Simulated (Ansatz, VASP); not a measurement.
# Two plane-wave programs on Al

```
CELL_PARAMETERS angstrom
-1.50956 1.59228 1.59228
1.59228 -1.50956 1.59228
1.59228 1.59228 -1.50956
ATOMIC_POSITIONS crystal
Al 0.00000 0.00000 0.00000
```

Alike in both runs: task single point; functional PBEsol; k mesh 24 × 24 × 24; occupations gaussian, width 0.15 eV; no spin polarisation.

```csv
,VASP,Ansatz
version,VASP 6.6.1,Ansatz 0.2.0
potentials or method,"VASP PAW PBE potentials, release 64 (Al)","scalar-relativistic, plane waves, PAW"
plane-wave cutoff (eV),520,420
valence electrons in the cell,3,3
```

Ansatz gave:

* gap on the k mesh at the Fermi level (eV): none
* pressure (GPa): 2.8
* largest component of the traceless stress (GPa): 2.17

Q: What did VASP give for the same quantities?

A: gap on the k mesh at the Fermi level (eV): none; pressure (GPa): 2.9; largest component of the traceless stress (GPa): 2.19.

A gap of «none» marks a metal or a gap that the smearing closes. With one functional, cell and mesh, what is left measures potentials, basis and numerics.

Caveats: the PAW data sets were made with another functional, which shifts forces and pressure a little (VASP).
